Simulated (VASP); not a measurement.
A run of VASP 6.6.1 is set up as follows.

File INCAR:

```
SYSTEM = Br
PREC = Accurate
ENCUT = 520
EDIFF = 1E-7
ISMEAR = -1
SIGMA = 0.1
LREAL = .FALSE.
LASPH = .TRUE.
NELM = 100
ALGO = Fast
ISIF = 2
LWAVE = .FALSE.
LCHARG = .TRUE.
GGA = RP
IVDW = 13
LELF = .TRUE.
LVHAR = .TRUE.
NBANDS = 10
```

KPOINTS

```
regular mesh
0
G
  13 13 13
  0 0 0
```

POSCAR

```
Br
1.0
   -1.3937560000      1.4275440000      3.6389330000
    1.4470720000     -1.4004680000      3.6493740000
    1.3803070000      1.3870190000     -3.6281600000
Br
1
Direct
    0.0000000000      0.0000000000      0.0000000000
```

Potentials or basis: VASP PAW PBE potentials, release 64 (Br).

The run is started by

```sh
$ cat potpaw_PBE.64/Br/POTCAR > POTCAR
$ mpirun -np 1 vasp_std > vasp.out
```

Q: Estimate the pressure.

A: 0.7 GPa.

Q: What does it give for the dispersion energy per atom?

A: -0.531 eV.

Stress tensor (GPa, compression positive):
```
 1.49  0.01 -0.03
 0.01  1.77 -0.02
-0.03 -0.02 -1.02
```

Caveat: the PAW data sets were made with another functional, which shifts forces and pressure a little; an odd number of electrons without spin polarisation forces a metal; a magnetic or distorted state may lie lower; pairwise dispersion overbinds metals, which lowers pressure and volume.
